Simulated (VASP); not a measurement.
# CuI (Marshite) (F-43m) in VASP: further runs, part 2 of 3

VASP 6.6.1. Earlier steps stand in the parts before.

**3. Relaxation of cell and atoms, PBE+D3(BJ)**

INCAR

```
SYSTEM = CuI
PREC     = Accurate       ! precision mode
ENCUT    = 600            ! plane-wave cutoff, eV
EDIFF    = 1E-6           ! SCF threshold, eV
ISMEAR   = 0              ! smearing method
SIGMA    = 0.03           ! smearing width, eV
LREAL    = .False.        ! projectors in reciprocal space
LASPH    = .True.         ! aspherical terms in the spheres
NELM     = 80             ! most SCF steps
ALGO     = Normal         ! electronic algorithm
ISIF     = 3              ! what is computed and relaxed
LWAVE    = .False.        ! write WAVECAR
LCHARG   = .False.        ! write CHGCAR
GGA      = PE             ! functional
IVDW     = 12             ! dispersion correction
IBRION   = 2              ! ionic algorithm
NSW      = 90             ! ionic steps
EDIFFG   = -0.01          ! ionic threshold
```

KPOINTS

```
regular mesh
0
Gamma
  8 8 8
  0 0 0
```

POSCAR

```
CuI
1.0
    0.0000000000      3.0315000000      3.0315000000
    3.0315000000      0.0000000000      3.0315000000
    3.0315000000      3.0315000000      0.0000000000
Cu I
1 1
Direct
    0.2500000000      0.2500000000      0.2500000000
    0.0000000000      0.0000000000      0.0000000000
```

Potentials or basis: VASP PAW PBE potentials, release 64 (Cu, I).

Launch:

```bash
cat potpaw_PBE.64/Cu/POTCAR potpaw_PBE.64/I/POTCAR > POTCAR
mpirun -np 1 vasp_std > vasp.out
```

OUTCAR:

```text
SYSTEM = CuI
   PREC = Accurate
   ENCUT = 600
   EDIFF = 1E-6
   ISMEAR = 0
   LREAL = .False.
   LASPH = .True.
   NELM = 80
   ISIF = 3
   GGA = PE
   IVDW = 12
   IBRION = 2
   NSW = 90
   EDIFFG = -0.01
 IVDW          = 12

 ion  position               nearest neighbor table
   1  0.250  0.250  0.250-   2 2.63   2 2.63   2 2.63   2 2.63
   2  0.000  0.000  0.000-   1 2.63   1 2.63   1 2.63   1 2.63

  LATTYP: Found a face centered cubic cell.
 ALAT       =     6.0630000000

  Lattice vectors:

 A1 = (   0.0000000000,   3.0315000000,   3.0315000000)
 A2 = (   3.0315000000,   0.0000000000,   3.0315000000)
 A3 = (   3.0315000000,   3.0315000000,   0.0000000000)

Analysis of symmetry for initial positions (statically):
=====================================================================
 Subroutine PRICEL returns:
 Original cell was already a primitive cell.

 Routine SETGRP: Setting up the symmetry group for a
 face centered cubic supercell.

 Subroutine GETGRP returns: Found 24 space group operations
 (whereof 24 operations were pure point group operations)
 out of a pool of 48 trial point group operations.

The static configuration has the point symmetry T_d .

Analysis of symmetry for dynamics (positions and initial velocities):
=====================================================================
 Subroutine PRICEL returns:
[... 158 lines left out ...]
  free energy    TOTEN  =        -5.56198839 eV

  energy without entropy =       -5.56198839  energy(sigma->0) =       -5.56198839

------------------------ aborting loop because EDIFF is reached ----------------------------------------

 Edisp (eV)   -0.68425

 E8    (eV) :    -0.2999
[... 71 lines left out ...]
--------------------------------------- Ionic step        3  -------------------------------------------

 number of electron      17.9999991 magnetization

 Free energy of the ion-electron system (eV)
  ---------------------------------------------------
  ext. energy  EPLUGINS =         0.00000000
  ---------------------------------------------------
  free energy    TOTEN  =        -5.54183391 eV

  energy without entropy =       -5.54183391  energy(sigma->0) =       -5.54183391

 E-fermi :   5.1069     XC(G=0):  -9.1445

 val. band max:        4.9208678091   @ k =   0.0000   0.0000   0.0000
 cond. band min:       6.1869058392   @ k =   0.0000   0.0000   0.0000
 fundamental gap:      1.2660380300
 Fermi energy:         5.1068673610

 k-point     1 :       0.0000    0.0000    0.0000
  band No.  band energies     occupation
      1      -9.3286      2.00000
      2       1.0767      2.00000
      3       1.0767      2.00000
      4       1.0767      2.00000
      5       2.8799      2.00000
      6       2.8799      2.00000
      7       4.9209      2.00000
      8       4.9209      2.00000
      9       4.9209      2.00000
     10       6.1869      0.00000
     11       9.7441      0.00000
     12       9.7441      0.00000
     13       9.7441      0.00000
[... 354 lines left out ...]
  band No.  band energies     occupation
      1      -8.6053      2.00000
      2      -0.6583      2.00000
      3       0.5277      2.00000
      4       1.0663      2.00000
      5       2.8096      2.00000
      6       2.8913      2.00000
      7       3.0153      2.00000
      8       3.4833      2.00000
      9       3.8103      2.00000
     10       8.5112      0.00000
     11       9.5416      0.00000
     12      11.2004      0.00000
     13      12.4326      0.00000

 [... further k-points ...]

------------------------ aborting loop because EDIFF is reached ----------------------------------------

 Edisp (eV)   -0.71946

 E8    (eV) :    -0.3160
[... 25 lines left out ...]
  FREE ENERGIE OF THE ION-ELECTRON SYSTEM (eV)
  ---------------------------------------------------
  free  energy   TOTEN  =        -6.2612935607 eV

  energy  without entropy=       -6.2612935607  energy(sigma->0) =       -6.26129356

 reached required accuracy - stopping structural energy minimisation
```

CONTCAR:

```text
CuI
   1.00000000000000
     0.0000000000000000    2.9869531158701208    2.9869531158701208
     2.9869531158701208    0.0000000000000000    2.9869531158701208
     2.9869531158701208    2.9869531158701208    0.0000000000000000
  Cu              I
     1     1
Direct
     0.2500000000000000    0.2500000000000000    0.2500000000000000
     0.0000000000000000    0.0000000000000000    0.0000000000000000

  0.00000000E+00  0.00000000E+00  0.00000000E+00
  0.00000000E+00  0.00000000E+00  0.00000000E+00
```

Run time: 47 s. Hardware: 1 thread of Intel Xeon Platinum 8488C (Sapphire Rapids), shared host; peak memory 0.23 GiB.

Results:

| Property | Result |
| --- | --- |
| Free energy | -6.2613 eV |
| Relaxed volume | 26.65 Å³/atom |
| Relaxed cell | a = 4.224 Å, b = 4.224 Å, c = 4.224 Å, α = 60.00°, β = 60.00°, γ = 60.00° |
| Space group after relaxing (to 0.05 Å) | F-43m (No. 216) |
| Energy gained by relaxing | 7.5 meV/atom |
| Ionic steps | 3 |
| Pressure after relaxing | 0.0 GPa |
| Band gap on the k mesh | 1.27 eV, direct |
| Dispersion energy per atom | -0.360 eV |

Step by step:
| step | energy change (eV) | largest force (eV/Å) | pressure (GPa) | volume (Å³) |
| --- | --- | --- | --- | --- |
| 1 | 0.0000 | 0.0000 | -1.91 | 55.72 |
| 2 | -0.0150 | 0.0000 | 0.20 | 53.09 |
| 3 | -0.0151 | 0.0000 | -0.02 | 53.30 |

Final structure:
```cif
data_structure
_symmetry_space_group_name_H-M 'P 1'
_symmetry_Int_Tables_number 1
_cell_length_a 4.2242
_cell_length_b 4.2242
_cell_length_c 4.2242
_cell_angle_alpha 60.000
_cell_angle_beta 60.000
_cell_angle_gamma 60.000
_cell_volume 53.30
loop_
_atom_site_label
_atom_site_type_symbol
_atom_site_fract_x
_atom_site_fract_y
_atom_site_fract_z
_atom_site_occupancy
Cu1 Cu 0.25000 0.25000 0.25000 1
I1 I 0.00000 0.00000 0.00000 1
```

Caveat: spin-orbit coupling is left out, which moves the levels of the heavy elements.

**4. Relaxation of cell and atoms, PBE+D3(BJ)**

This run uses another cell than the first one, of 26.65 Å³/atom, 0.957 times its volume.

Changes to INCAR since step 3:

```diff
@@ -3,3 +3,3 @@
 ENCUT    = 600            ! plane-wave cutoff, eV
-EDIFF    = 1E-6           ! SCF threshold, eV
+EDIFF    = 1E-7           ! SCF threshold, eV
 ISMEAR   = 0              ! smearing method
@@ -17,2 +17,2 @@
 NSW      = 90             ! ionic steps
-EDIFFG   = -0.01          ! ionic threshold
+EDIFFG   = -0.005         ! ionic threshold
```

KPOINTS is that of step 3.

POSCAR

```
CuI                                     
1.0
    0.0000000000      2.9869531159      2.9869531159
    2.9869531159      0.0000000000      2.9869531159
    2.9869531159      2.9869531159      0.0000000000
  Cu              I             
     1     1
Direct
     0.2500000000000000    0.2500000000000000    0.2500000000000000
     0.0000000000000000    0.0000000000000000    0.0000000000000000
```

Potentials or basis: VASP PAW PBE potentials, release 64 (Cu, I).

Launch:

```bash
cat potpaw_PBE.64/Cu/POTCAR potpaw_PBE.64/I/POTCAR > POTCAR
mpirun -np 1 vasp_std > vasp.out
```

OUTCAR:

```text
SYSTEM = CuI
   PREC = Accurate
   ENCUT = 600
   EDIFF = 1E-7
   ISMEAR = 0
   LREAL = .False.
   LASPH = .True.
   NELM = 80
   ISIF = 3
   GGA = PE
   IVDW = 12
   IBRION = 2
   NSW = 90
   EDIFFG = -0.005
 IVDW          = 12

 ion  position               nearest neighbor table
   1  0.250  0.250  0.250-   2 2.59   2 2.59   2 2.59   2 2.59
   2  0.000  0.000  0.000-   1 2.59   1 2.59   1 2.59   1 2.59

  LATTYP: Found a face centered cubic cell.
 ALAT       =     5.9739062318

  Lattice vectors:

 A1 = (   0.0000000000,   2.9869531159,   2.9869531159)
 A2 = (   2.9869531159,   0.0000000000,   2.9869531159)
 A3 = (   2.9869531159,   2.9869531159,   0.0000000000)

Analysis of symmetry for initial positions (statically):
=====================================================================
 Subroutine PRICEL returns:
 Original cell was already a primitive cell.

 Routine SETGRP: Setting up the symmetry group for a
 face centered cubic supercell.

 Subroutine GETGRP returns: Found 24 space group operations
 (whereof 24 operations were pure point group operations)
 out of a pool of 48 trial point group operations.

The static configuration has the point symmetry T_d .

Analysis of symmetry for dynamics (positions and initial velocities):
=====================================================================
 Subroutine PRICEL returns:
 Original cell was already a primitive cell.

 Routine SETGRP: Setting up the symmetry group for a
 face centered cubic supercell.

 Subroutine GETGRP returns: Found 24 space group operations
 (whereof 24 operations were pure point group operations)
 out of a pool of 48 trial point group operations.

The dynamic configuration has the point symmetry T_d .

 Subroutine INISYM returns: Found 24 space group operations
 (whereof 24 operations are pure point group operations),
 and found     1 'primitive' translations

----------------------------------------------------------------------------------------

                                     Primitive cell

  volume of cell :      53.2985

  direct lattice vectors                    reciprocal lattice vectors
     0.000000000  2.986953116  2.986953116    -0.167394660  0.167394660  0.167394660
     2.986953116  0.000000000  2.986953116     0.167394660 -0.167394660  0.167394660
     2.986953116  2.986953116  0.000000000     0.167394660  0.167394660 -0.167394660

  length of vectors
     4.224189607  4.224189607  4.224189607     0.289936055  0.289936055  0.289936055

  position of ions in fractional coordinates (direct lattice)
     0.250000000  0.250000000  0.250000000
     0.000000000  0.000000000  0.000000000

  ion indices of the primitive-cell ions
   primitive index   ion index
                 1           1
                 2           2

----------------------------------------------------------------------------------------

[... 31 lines left out ...]
  0.125000  0.125000  0.000000      6.000000
[... 16 lines left out ...]
  0.500000  0.250000  0.125000     48.000000
 -0.375000  0.250000  0.125000     24.000000
 [... further k-points ...]
   k-points           NKPTS =     29   k-points in BZ     NKDIM =     29   number of bands    NBANDS=     13
   number of dos      NEDOS =    301   number of ions     NIONS =      2
   total plane-waves  NPLWV =  46656
   dimension x,y,z NGX =    36 NGY =   36 NGZ =   36
   dimension x,y,z NGXF=    72 NGYF=   72 NGZF=   72
   ions per type =               1   1
   NGX,Y,Z   is equivalent  to a cutoff of  14.17, 14.17, 14.17 a.u.
   NGXF,Y,Z  is equivalent  to a cutoff of  28.34, 28.34, 28.34 a.u.
 SYSTEM =  CuI
   PREC   = accura    normal or accurate (medium, high low for compatibility)
   ISTART =      0    job   : 0-new  1-cont  2-samecut
   ICHARG =      2    charge: 1-file 2-atom 10-const
   ISPIN  =      1    spin polarized calculation?
   LNONCOLLINEAR =      F non collinear calculations
   LSORBIT =      F    spin-orbit coupling
   LASPH  =      T    aspherical Exc in radial PAW
   ENCUT  =  600.0 eV  44.10 Ry    6.64 a.u.   8.44  8.44  8.44*2*pi/ulx,y,z
   NELM   =     80;   NELMIN=  2; NELMDL= -5     # of ELM steps
   EDIFF  = 0.1E-06   stopping-criterion for ELM
   LREAL  =      F    real-space projection
   EDIFFG = -.5E-02   stopping-criterion for IOM
   NSW    =     90    number of steps for IOM
   IBRION =      2    ionic relax: 0-MD 1-quasi-New 2-CG
   NFREE  =      1    steps in history (QN), initial steepest desc. (CG)
   ISIF   =      3    stress and relaxation
   ISYM   =      2    0-nonsym 1-usesym 2-fastsym
   POTIM  = 0.5000    time-step for ionic-motion
   TEBEG  =    0.0;   TEEND  =   0.0 temperature during run
   PSTRESS=    0.0 pullay stress
   NELECT =      18.0000    total number of electrons
   NUPDOWN=      -1.0000    fix difference up-down
   EMIN   =  10.00;   EMAX   =-10.00  energy-range for DOS
   EFERMI =   0.00;   METHOD = LEGACY
   ISMEAR =     0;   SIGMA  =   0.03  broadening in eV -4-tet -1-fermi 0-gaus
   EFERMI_NEDOS =   21; number of points for ismear=-14 and -15
   IALGO  =     38    algorithm
   IMIX   =      4    mixing-type and parameters
     AMIX     =   0.40;   BMIX     =  1.00
     AMIX_MAG =   1.60;   BMIX_MAG =  1.00
  volume/ion in A,a.u.               =      26.65       179.84
  Fermi-wavevector in a.u.,A,eV,Ry     =   1.140059  2.154399 17.683956  1.299734
  Thomas-Fermi vector in A             =   2.276761
   LORBIT       =      0    0 simple, 1 ext, 2 COOP (PROOUT), +10 PAW based schemes
   GGA     = PE    functional components
   LHFCALC =     F    Hartree Fock is set to
   AEXX    =    0.0000 exact exchange contribution
   IVDW    =    12    specifies the selected vdW correction
   LEPSILON=     F    determine dielectric tensor
   LRPA    =     F    only Hartree local field effects (RPA)
 conjugate gradient relaxation of ions
 non-spin polarized calculation
 Gauss-broadening in eV      SIGMA  =   0.03
  energy-cutoff  :      600.00
  volume of cell :       53.30
 maximum number of plane-waves:      1812
 NGX is ok and might be reduce to    36
   NGX = 17   NGY = 17   NGZ = 17

 number of electron      17.9999991 magnetization

 Free energy of the ion-electron system (eV)
  ---------------------------------------------------
  ext. energy  EPLUGINS =         0.00000000
  ---------------------------------------------------
  free energy    TOTEN  =        -5.54157904 eV

  energy without entropy =       -5.54157904  energy(sigma->0) =       -5.54157904

 E-fermi :   5.1068     XC(G=0):  -9.1444

 val. band max:        4.9208984180   @ k =   0.0000   0.0000   0.0000
 cond. band min:       6.1869371622   @ k =   0.0000   0.0000   0.0000
 fundamental gap:      1.2660387442
 Fermi energy:         5.1068082543

 k-point     1 :       0.0000    0.0000    0.0000
  band No.  band energies     occupation
      1      -9.3287      2.00000
      2       1.0767      2.00000
      3       1.0767      2.00000
      4       1.0767      2.00000
      5       2.8800      2.00000
      6       2.8800      2.00000
      7       4.9209      2.00000
      8       4.9209      2.00000
      9       4.9209      2.00000
     10       6.1869      0.00000
     11       9.7441      0.00000
     12       9.7441      0.00000
     13       9.7441      0.00000
[... 354 lines left out ...]
  band No.  band energies     occupation
      1      -8.6054      2.00000
      2      -0.6583      2.00000
      3       0.5277      2.00000
      4       1.0663      2.00000
      5       2.8097      2.00000
      6       2.8914      2.00000
      7       3.0154      2.00000
      8       3.4834      2.00000
      9       3.8103      2.00000
     10       8.5112      0.00000
     11       9.5417      0.00000
     12      11.2004      0.00000
     13      12.4327      0.00000

 [... further k-points ...]

------------------------ aborting loop because EDIFF is reached ----------------------------------------

 Edisp (eV)   -0.71946

 E8    (eV) :    -0.3160

  FORCE on cell =-STRESS in cart. coord.  units (eV):
  Direction    XX          YY          ZZ          XY          YZ          ZX
  --------------------------------------------------------------------------------------
  -------------------------------------------------------------------------------------
  Total      -0.00970    -0.00970    -0.00970     0.00000    -0.00000     0.00000
  in kB      -0.29150    -0.29150    -0.29150     0.00000    -0.00000     0.00000
  external pressure =       -0.29 kB  Pullay stress =        0.00 kB

 VOLUME and BASIS-vectors are now :
 -----------------------------------------------------------------------------
  energy-cutoff  :      600.00
  volume of cell :       53.30
      direct lattice vectors                 reciprocal lattice vectors
     0.000000000  2.986953116  2.986953116    -0.167394660  0.167394660  0.167394660
     2.986953116  0.000000000  2.986953116     0.167394660 -0.167394660  0.167394660
     2.986953116  2.986953116  0.000000000     0.167394660  0.167394660 -0.167394660

 POSITION                                       TOTAL-FORCE (eV/Angst)
 -----------------------------------------------------------------------------------
      1.49348      1.49348      1.49348        -0.000000      0.000000     -0.000000
      0.00000      0.00000      0.00000         0.000000     -0.000000      0.000000
 -----------------------------------------------------------------------------------
    total drift:                                0.000001      0.000001      0.000000

  FREE ENERGIE OF THE ION-ELECTRON SYSTEM (eV)
  ---------------------------------------------------
  free  energy   TOTEN  =        -6.2610386825 eV

  energy  without entropy=       -6.2610386825  energy(sigma->0) =       -6.26103868

 reached required accuracy - stopping structural energy minimisation
```

Run time: 23 s. Hardware: 1 thread of Intel Xeon Platinum 8488C (Sapphire Rapids), shared host; peak memory 0.22 GiB.

What came out:

```yaml
Free_energy: -6.2610 eV
Pressure_after_relaxing: 0.0 GPa
Band_gap_on_the_k_mesh: 1.27 eV, direct
Dispersion_energy_per_atom: -0.360 eV
```

Final structure:
```xyz
2
Lattice="0.0000 2.9870 2.9870 2.9870 0.0000 2.9870 2.9870 2.9870 0.0000" Properties=species:S:1:pos:R:3 pbc="T T T"
Cu    1.4935    1.4935    1.4935
I     0.0000    0.0000    0.0000
```

Levels at points of the mesh, in eV from the valence-band top:
```tsv
k point	band 6	band 7	band 8	band 9	band 10	band 11	band 12	band 13
(0.00, 0.00, 0.00)	-2.04	0.00	0.00	0.00	1.27	4.82	4.82	4.82
(0.50, 0.00, 0.00)	-2.01	-1.96	-0.78	-0.78	2.20	5.38	5.38	7.47
(0.50, 0.50, 0.00)	-1.97	-1.95	-1.66	-1.66	2.62	2.88	9.50	9.99
```

Caveat: the relaxation stopped at its first step, so nothing moved; spin-orbit coupling is left out, which moves the levels of the heavy elements.

**5. Relaxation of cell and atoms, PBEsol**

INCAR

```
ALGO = Normal
EDIFF = 1E-6
EDIFFG = -0.01
ENCUT = 600
GGA = PS
IBRION = 2
ISIF = 3
ISMEAR = 0
LASPH = T
LCHARG = F
LREAL = F
LWAVE = F
NELM = 80
NSW = 90
PREC = Accurate
SIGMA = 0.03
```

KPOINTS

```
k-points
0
Gamma
  8 8 8
```

POSCAR

```
CuI
1.0
    0.0000000000      3.0315000000      3.0315000000
    3.0315000000      0.0000000000      3.0315000000
    3.0315000000      3.0315000000      0.0000000000
Cu I
1 1
Direct
    0.2500000000      0.2500000000      0.2500000000
    0.0000000000      0.0000000000      0.0000000000
```

Launch:

```bash
cat potpaw_PBE.64/Cu/POTCAR potpaw_PBE.64/I/POTCAR > POTCAR
mpirun -np 1 vasp_std > vasp.out
```

Wall time 38 s (1 thread of Intel Xeon 6975P-C (Granite Rapids), shared host); peak memory 0.22 GiB.

Results (log left out):

```yaml
Free_energy: -6.3211 eV
Relaxed_volume: 26.28 Å³/atom
Relaxed_cell: a = 4.204 Å, b = 4.204 Å, c = 4.204 Å, α = 60.00°, β = 60.00°, γ = 60.00°
Space_group_after_relaxing_to_0.05_Å: F-43m (No. 216)
Energy_gained_by_relaxing: 13.3 meV/atom
Ionic_steps: 3
Pressure_after_relaxing: -0.1 GPa
Band_gap_on_the_k_mesh: 1.19 eV, direct
```

Step by step:
```tsv
step	energy change (eV)	largest force (eV/Å)	pressure (GPa)	volume (Å³)
1	0.0000	0.0000	-2.46	55.72
2	-0.0265	0.0000	0.23	52.34
3	-0.0266	0.0000	-0.06	52.56
```

Final structure:
```
CELL_PARAMETERS angstrom
0.00000 2.97300 2.97300
2.97300 0.00000 2.97300
2.97300 2.97300 0.00000
ATOMIC_POSITIONS crystal
Cu 0.25000 0.25000 0.25000
I 0.00000 0.00000 0.00000
```

Levels at points of the mesh, in eV from the valence-band top:
| k point | band 6 | band 7 | band 8 | band 9 | band 10 | band 11 | band 12 | band 13 |
| --- | --- | --- | --- | --- | --- | --- | --- | --- |
| (0.00, 0.00, 0.00) | -2.13 | 0.00 | 0.00 | 0.00 | 1.19 | 4.76 | 4.76 | 4.76 |
| (0.50, 0.00, 0.00) | -2.10 | -2.05 | -0.81 | -0.81 | 2.13 | 5.32 | 5.32 | 7.33 |
| (0.50, 0.50, 0.00) | -2.06 | -2.03 | -1.73 | -1.73 | 2.48 | 2.81 | 9.49 | 10.01 |

Caveat: the PAW data sets were made with another functional, which shifts forces and pressure a little; spin-orbit coupling is left out, which moves the levels of the heavy elements. Expect the measured gap to be larger: semilocal functionals such as PBEsol lack the derivative discontinuity.

(Part 2 of 3 ends here.)
